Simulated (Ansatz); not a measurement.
# B (P4/mmm) in Ansatz: notebook

The runs below take B through relaxation of cell and atoms, single point, with HSE06, HSE03, HSEsol, r2SCAN0.

Everything below comes from runs of Ansatz 0.2.0. Logs are shortened: lines on timing, memory, paths and dates and some standing lists are left out, and cuts for length are marked.

## Step 1: The structure

It takes space group P4/mmm (No. 123, tetragonal). The conventional cell has a = 2.346 Å, b = 2.346 Å, c = 1.586 Å, α = 90.00°, β = 90.00°, γ = 90.00°. B (site symmetry 4/mmm) is surrounded by 2 B at 1.59 Å.

The cell was built by a generator and needn't be a form met in nature.

## Step 2: Relaxation of cell and atoms, HSE06

input

```
crystal:
  lattice:
    - [2.34611, 0.0, 0.0]
    - [0.0, 2.34611, 0.0]
    - [0.0, 0.0, 1.58579]
  atoms:
    - { symbol: B, position: [0.5, 0.5, 0.5] }
hamiltonian:
  xc: hse06
  pseudopotentials: { kind: paw }
kpoints:
  mp_grid: { grid: [6, 6, 8] }
scf:
  occupations: { method: fermi_dirac, width: 0.05 }
output:
  forces: true
  stress: true
  eigenvalues: true
  write_density: true
  write_potential: true
  elf: true
  volumetric_format: npy
relax:
  f_tol: 0.01
  max_steps: 40
  cell: { stress_tol: 0.05 }
```

Potentials or basis: Ansatz PAW.

What it wrote:

```text
GPUs: using 1 of 1 available (devices: 1).
Engine: ansatz 0.2.0, x86_64-unknown-linux-gnu
Pseudopotentials: kind: paw
Pseudopotential: B, paw, valence charge 3, recommended cutoff 420 eV (normal), B.paw.azcp
Functional definition: HSE06
  parameter a = 0.25
  parameter omega = 0.11/bohr
  exchange = pbe_x - a*pbe_x_sr(omega) + a*exact_x_sr(omega)
  correlation = pbe_c
device memory: the entry about to start is reckoned to put 0.5 GiB on a device that reports 46.2 GiB free (of which the cap on the GPU budget leaves the run 18.0 GiB)
GPU FFT provider: cuFFT
GPU libraries: cuBLAS 13.8.2, cuFFT 12.4.0, cuSOLVER 12.3.4
Crystal: 1 atoms, lattice volume = 8.729 Å³
Basis set: ecut = 420 eV, 177 PW (Γ), exchange–correlation on 32×32×24 points (8 copies of the dense FFT grid, shifted against one another)
Bands: 6, of which v1, the nominal top of the filled ones, is band 2 counted from 1 (1 counted from 0)
Symmetry: 16 space group operations
Space group: P4/mmm (ITA 123), of the structure as read, at distance tolerance 2.1e-5 Å
k-points: 50 of 288
Non-local potential: B, projectors of the file, l = 0: 2, l = 1: 2, l = 2: 1
PAW form: soft (Blöchl's): semilocal exchange-correlation on the pseudo side does not see the compensation charge
PAW frozen core: B, regenerated for the run's functional, and the local potential with it (the file was generated under x = pbe(κ = 0.804, μ = 0.2195149727645171), c = pbe(β = 0.06672455060314922))
PAW one-centre angular grid: B, 110 points (default); XC on 64 Gauss nodes
Initial density: superposition of atomic densities (neutral atoms: chi_scale 0, normalization atom), corrected by the library's trained network
Initial wavefunctions: pseudopotential atomic-orbital guess
GPU buffer pool allocated for 3072 grid points (all kernels)
GPU transforms: local potential and band sums: the whole-box path, slower on large boxes, on 15×15×12 (no pruned transform is built for box sides of 12 points)
Functional: x = pbe(κ = 0.804, μ = 0.2195149727645171), c = pbe(β = 0.06672455060314922), warm-up for x = pbe(κ = 0.804, μ = 0.2195149727645171) + 0.25 (exact − pbe) at short range (hse, ω = 0.20786987370883472 Å⁻¹), c = pbe(β = 0.06672455060314922); HSE06 as pw.x's `hse` composes it (authors' and Libxc's form: `xc: wpbeh`)
SCF iter   1: F=—  HF=-154.861311 eV  |F-HF|=—  |Δ(HF+E_count)|=         —  Δρ=6.73e-3  dr2=3.34e-3  ethr=1.77e-3  ⟨swp⟩=6.2  Hψ=1383  notcnv=0
preconditioner: auto → none  [insulator: Δε(μ)=0.383 eV  Ē_g=20.539 eV  σ=0.050 eV  W_gap=0.66  n_scr=0 (ndim 8)  ℏωp=21.8 eV  f_vac=0.000  D(μ)=0.41/eV (n_scr^D=4)]
SCF iter   2: F=—  HF=-154.860465 eV  |F-HF|=—  |Δ(HF+E_count)|=   8.47e-4  Δρ=2.56e-3  dr2=4.22e-4  ethr=1.11e-4  ⟨swp⟩=2.3  Hψ=453  notcnv=0  defer=5
iter 3 solved again at ethr=9.67e-8 eV; its pass at ethr=1.41e-5 eV (dr2=2.90e-6 eV) is discarded
SCF iter   3: F=—  HF=-154.860420 eV  |F-HF|=—  |Δ(HF+E_count)|=   4.51e-5  Δρ=3.36e-4  dr2=2.82e-6  ethr=9.67e-8  ⟨swp⟩=2.1  Hψ=1024  notcnv=0  defer=1
SCF iter   4: F=—  HF=-154.860423 eV  |F-HF|=—  |Δ(HF+E_count)|=   3.64e-6  Δρ=1.38e-5  dr2=6.20e-9  ethr=9.40e-8  ⟨swp⟩=2.1  Hψ=388  notcnv=0  defer=1
SCF iter   5: F=—  HF=-154.860423 eV  |F-HF|=—  |Δ(HF+E_count)|=   9.26e-9  Δρ=1.27e-6  dr2=5.91e-11  ethr=2.07e-10  ⟨swp⟩=3.0  Hψ=458  notcnv=0  defer=1
SCF iter   6: F=-154.860423 eV  HF=-154.860423 eV  |F-HF|=6.25e-13  |Δ(HF+E_count)|=  5.03e-11  Δρ=1.21e-7  dr2=5.90e-13  ethr=1.97e-12  ⟨swp⟩=2.0  Hψ=380  notcnv=0  defer=1
SCF 1 converged in 6 iterations: F = -154.860423 eV  dr2 = 5.90e-13
[... 250 lines left out ...]
SCF iter   1: F=—  HF=-154.870834 eV  |F-HF|=—  |Δ(HF+E_count)|=         —  Δρ=6.49e-7  dr2=4.04e-12  ethr=3.33e-12  ⟨swp⟩=9.0  Hψ=1444  notcnv=0
preconditioner: auto → none  [insulator: Δε(μ)=0.355 eV  Ē_g=22.443 eV  σ=0.050 eV  W_gap=0.75  n_scr=0 (ndim 8)  ℏωp=21.6 eV  f_vac=0.000  D(μ)=0.43/eV (n_scr^D=4)]
SCF iter   2: F=-154.870834 eV  HF=-154.870834 eV  |F-HF|=2.33e-12  |Δ(HF+E_count)|=  6.59e-12  Δρ=3.26e-7  dr2=1.01e-12  ethr=1.00e-12  ⟨swp⟩=2.3  Hψ=394  notcnv=0
SCF 18 converged in 2 iterations: F = -154.870834 eV  dr2 = 1.01e-12
  Residual-converged pass: ⟨swp⟩=2.2  Hψ=389  notcnv=0  max |occ|·‖R‖ = 9.9e-9 eV (tolerance 1.0e-8 eV)  dr2=1.01e-12  dr2_onsite=6.85e-15  max |Δocc| = 3.0e-14
hybrid outer 2: dexx = +3.553e-15 eV, tail = 2.04e-12 eV, Δε = 3.14e-7 eV (about 7.10e-7 eV left of the loop's levels)
relax step   7: F+E_penalty+E_count = -154.87083422 eV  Δ(F+E_penalty+E_count) = -9.442e-7 eV  max|allowed force component| = 0.000e0 eV/Å  Δτ_max = 0.0000 Å  P = +0.004 GPa  Ω = 8.863 Å³  stress off target by 2.04e-2 GPa  SCF on the basis re-selected at this cell (its energy is not comparable with the rows above)  (4 SCF iters)
basis re-selected at this cell: Δ(F+E_penalty+E_count) = -9.442e-7 eV, ΔP = +0.000 GPa vs the last step (what re-selecting the basis moved, of the pressure what is left beyond the Pulay correction that the steps carried, after the strain that the cell walked since its last selection, with what the two solves' SCF thresholds leave and, on support functions, any second-order correction that the steps lacked; it is no measure of the basis error at this ecutwfc). This SCF's stress stands 2.04e-2 GPa from its target on what of the cell is left free (relax.cell.stress_tol is 5.00e-2 GPa) and its largest allowed force component is 0.00e0 eV/Å (relax.f_tol is 1.00e-2 eV/Å): within both
hybrid SCF converged: 2 outer / 4 inner (+0 warm-up), last move |dexx| = 3.55e-15 eV, tail = 2.04e-12 eV
Stability not checked: this state was not tested for a lower state beside it, because the functional holds exact exchange (a hybrid, or Hartree-Fock), whose exchange loop this test does not read (fock_operator; see scf.lower_state_search)
Free energy (F): -154.870834 eV
Frozen-core exchange: fock
Harris-Foulkes:  -154.870834 eV  (|F-HF|=2.33e-12)
Internal energy: -154.867461 eV  (E = F + TS)
E sigma→0 (E₀):  -154.869148 eV
Entropy (-TS):   -0.003373 eV (-3.373 meV/atom)
Fermi energy:    7.090226 eV
--- Per-component energies (eV) ---
  E_band       = 1.267949
  E_kinetic    = 44.854217
  E_local      = -24.343451  (includes V_loc(G=0)·N_el)
  E_nonlocal   = 12.970204
  E_hartree    = 5.009284
  E_xc         = -25.449903
  E_vxc        = -29.766464  (∫ρ·V_xc dr)
  E_exx        = -4.927834  (= α·E_x^exact, valence–valence)
  E_paw        = -79.223865  (= ΣΔE_a)
  E_vpaw       = -2.609455  (= ΣTr[D̂ρ^β])
  E_aug_tail   = -0.000002  (compensation charges beyond the density's cutoff)
  E_ewald      = -83.743555
  E_core_change = -0.012557  (= ΣΔE_core)
  E_smearing   = -0.003373  (= −TS)
  E_closure    = -0.000000  (closes the sum)
  Σ components = -154.870834   (vs F -154.870834, Δ=0.00e0)
--- Forces (eV/Å), atoms counted from 1 ---
  atom   1  B      0.00000000     0.00000000     0.00000000
  max |Σ_I F_I| component: 8.08e-28 eV/Å
--- Stress (GPa, compression-positive) ---
       -0.003877       0.000000       0.000000
        0.000000      -0.003877       0.000000
        0.000000       0.000000       0.020415
  P = ⅓ Tr σ = 0.0042 GPa (0.042 kbar)
--- Band table (eV; the first three rows and the last of 50) ---
  k-point 0: bands = ["-8.3733", "12.5493", "12.5493", "22.2604", "23.2090", "36.1473"]
  k-point 1: bands = ["-7.5885", "13.4454", "13.4454", "22.2729", "23.2355", "32.9822"]
  k-point 2: bands = ["-5.3083", "16.0474", "16.0474", "18.4331", "26.1466", "30.2859"]
  k-point 49: bands = ["4.3507", "15.4449", "15.4449", "22.1821", "23.5011", "23.5011"]
--- Relaxed structure (5 steps of the walk, 4 accepted, 2 SCFs on fresh bases) ---
  F+E_penalty+E_count = -154.87083422 eV   max|allowed force component| = 0.000e0 eV/Å   (the final SCF, on the basis selected at the relaxed cell)
  cell:  # Å, volume = 8.8633 Å³
    - [2.36948103515892, 1.0972646514555527e-34, 0.0]
    - [1.0972646514555527e-34, 2.36948103515892, 0.0]
    - [0.0, 0.0, 1.5786529714816273]
  atoms:
    - { symbol: B, position: [0.5, 0.5, 0.5] }
```

Wall time 64 s (1 × NVIDIA H100 80GB HBM3 with 2 threads of AMD EPYC 7R13 (Zen 3), shared host); peak memory 1.3 GiB.

Results:

- Free energy: -154.8708 eV
- Relaxed volume: 8.86 Å³/atom
- Relaxed cell: a = 2.369 Å, b = 2.369 Å, c = 1.579 Å, α = 90.00°, β = 90.00°, γ = 90.00°
- Space group after relaxing (to 0.05 Å): P4/mmm (No. 123)
- Energy gained by relaxing: 2.0 meV/atom
- Ionic steps: 6
- Pressure after relaxing: 0.0 GPa
- Band gap on the k mesh: none (metal or under the smearing width)

The path:
```
step  energy change (eV)  largest force (eV/Å)  volume (Å³)
   1              0.0000                0.0000         8.73
   2             -0.0017                0.0000         8.80
   3             -0.0019                0.0000         8.86
   4             -0.0020                0.0000         8.86
   5             -0.0020                0.0000         8.86
   6             -0.0020                0.0000         8.86
```

Final structure:
```
CELL_PARAMETERS angstrom
2.36948 0.00000 0.00000
0.00000 2.36948 0.00000
0.00000 0.00000 1.57865
ATOMIC_POSITIONS crystal
B 0.50000 0.50000 0.50000
```

Levels at points of the mesh, in eV from the Fermi level:
```tsv
k point	band 1	band 2	band 3	band 4	band 5	band 6
(0.00, 0.00, 0.00)	-15.46	5.46	5.46	15.17	16.12	29.06
(0.00, 0.00, -0.50)	-6.60	2.59	15.44	15.44	22.61	27.96
(0.00, -0.50, 0.00)	-10.45	-7.96	7.41	20.78	20.89	23.38
(0.00, -0.50, -0.50)	-4.49	5.80	8.34	11.92	16.72	30.43
(-0.50, -0.50, 0.00)	-5.28	-4.40	-4.40	5.69	30.43	37.09
(-0.50, -0.50, -0.50)	-2.74	8.35	8.35	15.09	16.41	16.41
```

Caveat: the k mesh is coarse (spacing up to 0.50 Å⁻¹), so the values aren't converged, least of all with exact exchange; the plane-wave basis is chosen anew once the cell has moved, so the energies of steps on either side of that aren't comparable; the PAW data sets come from PBE, with cores solved anew for the run's functional, which leaves a small shift of forces and pressure.

## Step 3: Relaxation of cell and atoms, HSE03

Changes to input since step 2:

```diff
@@ -8,3 +8,3 @@
 hamiltonian:
-  xc: hse06
+  xc: { exchange: pbe, correlation: pbe, exx: { coeff: 0.25, omega: 0.3 } }
   pseudopotentials: { kind: paw }
@@ -18,6 +18,2 @@
   eigenvalues: true
-  write_density: true
-  write_potential: true
-  elf: true
-  volumetric_format: npy
 relax:
```

Potentials or basis: Ansatz PAW.

It took 78 s on 1 × NVIDIA H100 80GB HBM3 with 2 threads of AMD EPYC 7R13 (Zen 3), shared host; peak memory 1.3 GiB.

It converged, with:

- Free energy: -154.8720 eV
- Relaxed volume: 8.88 Å³/atom
- Relaxed cell: a = 2.372 Å, b = 2.372 Å, c = 1.579 Å, α = 90.00°, β = 90.00°, γ = 90.00°
- Space group after relaxing (to 0.05 Å): P4/mmm (No. 123)
- Energy gained by relaxing: 2.4 meV/atom
- Ionic steps: 5
- Pressure after relaxing: 0.0 GPa
- Band gap on the k mesh: none (metal or under the smearing width)

Step by step:
| step | energy change (eV) | largest force (eV/Å) | volume (Å³) |
| --- | --- | --- | --- |
| 1 | 0.0000 | 0.0000 | 8.73 |
| 2 | -0.0021 | 0.0000 | 8.83 |
| 3 | -0.0021 | 0.0000 | 8.92 |
| 4 | -0.0022 | 0.0000 | 8.88 |
| 5 | -0.0024 | 0.0000 | 8.88 |

Final structure:
```xyz
1
Lattice="2.3720 0.0000 0.0000 0.0000 2.3720 0.0000 0.0000 0.0000 1.5790" Properties=species:S:1:pos:R:3 pbc="T T T"
B     1.1860    1.1860    0.7895
```

Levels at points of the mesh, in eV from the Fermi level:
| k point | band 1 | band 2 | band 3 | band 4 | band 5 |
| --- | --- | --- | --- | --- | --- |
| (0.00, 0.00, 0.00) | -15.25 | 5.26 | 5.26 | 14.98 | 15.92 |
| (0.00, 0.00, -0.50) | -6.45 | 2.47 | 15.22 | 15.22 | 22.41 |
| (0.00, -0.50, 0.00) | -10.27 | -7.76 | 7.20 | 20.55 | 20.69 |
| (0.00, -0.50, -0.50) | -4.36 | 5.64 | 8.17 | 11.78 | 16.49 |
| (-0.50, -0.50, 0.00) | -5.17 | -4.27 | -4.27 | 5.59 | 30.21 |
| (-0.50, -0.50, -0.50) | -2.63 | 8.18 | 8.18 | 14.87 | 16.24 |

Caveat: the k mesh is coarse (spacing up to 0.50 Å⁻¹), so the values aren't converged, least of all with exact exchange; the plane-wave basis is chosen anew once the cell has moved, so the energies of steps on either side of that aren't comparable; the PAW data sets come from PBE, with cores solved anew for the run's functional, which leaves a small shift of forces and pressure.

## Step 4: Relaxation of cell and atoms, HSEsol

Changes to input since step 3:

```diff
@@ -8,3 +8,6 @@
 hamiltonian:
-  xc: { exchange: pbe, correlation: pbe, exx: { coeff: 0.25, omega: 0.3 } }
+  xc:
+    exchange: hjs_pbesol
+    correlation: pbesol
+    exx: { coeff: 0.25, omega: 0.207 }
   pseudopotentials: { kind: paw }
```

Wall time 33 s (1 × NVIDIA H100 80GB HBM3 with 2 threads of AMD EPYC 7R13 (Zen 3), shared host); peak memory 1.3 GiB.

It converged, with:

* Free energy: -152.5681 eV
* Relaxed volume: 8.56 Å³/atom
* Relaxed cell: a = 2.329 Å, b = 2.329 Å, c = 1.578 Å, α = 90.00°, β = 90.00°, γ = 90.00°
* Space group after relaxing (to 0.05 Å): P4/mmm (No. 123)
* Energy gained by relaxing: 1.2 meV/atom
* Ionic steps: 5
* Pressure after relaxing: 0.0 GPa
* Band gap on the k mesh: none (metal or under the smearing width)

Step by step:
```tsv
step	energy change (eV)	largest force (eV/Å)	volume (Å³)
1	0.0000	0.0000	8.73
2	-0.0011	0.0000	8.65
3	-0.0014	0.0000	8.56
4	-0.0014	0.0000	8.56
5	-0.0012	0.0000	8.56
```

Final structure:
```
B
1.0
     2.32891    0.00000    0.00000
     0.00000    2.32891    0.00000
     0.00000    0.00000    1.57813
B
1
Direct
  0.50000 0.50000 0.50000
```

Levels at points of the mesh, in eV from the Fermi level:
```tsv
k point	band 1	band 2	band 3	band 4
(0.00, 0.00, 0.00)	-15.83	5.78	5.78	15.51
(0.00, 0.00, -0.50)	-6.87	2.21	15.66	15.66
(0.00, -0.50, 0.00)	-10.48	-8.33	7.87	21.45
(0.00, -0.50, -0.50)	-4.56	5.42	8.31	11.67
(-0.50, -0.50, 0.00)	-4.87	-4.56	-4.56	5.59
(-0.50, -0.50, -0.50)	-2.64	8.15	8.15	15.58
```

Caveat: the k mesh is coarse (spacing up to 0.50 Å⁻¹), so the values aren't converged, least of all with exact exchange; the plane-wave basis is chosen anew once the cell has moved, so the energies of steps on either side of that aren't comparable; the PAW data sets come from PBE, with cores solved anew for the run's functional, which leaves a small shift of forces and pressure.

(Continued in part 2 of 2.)
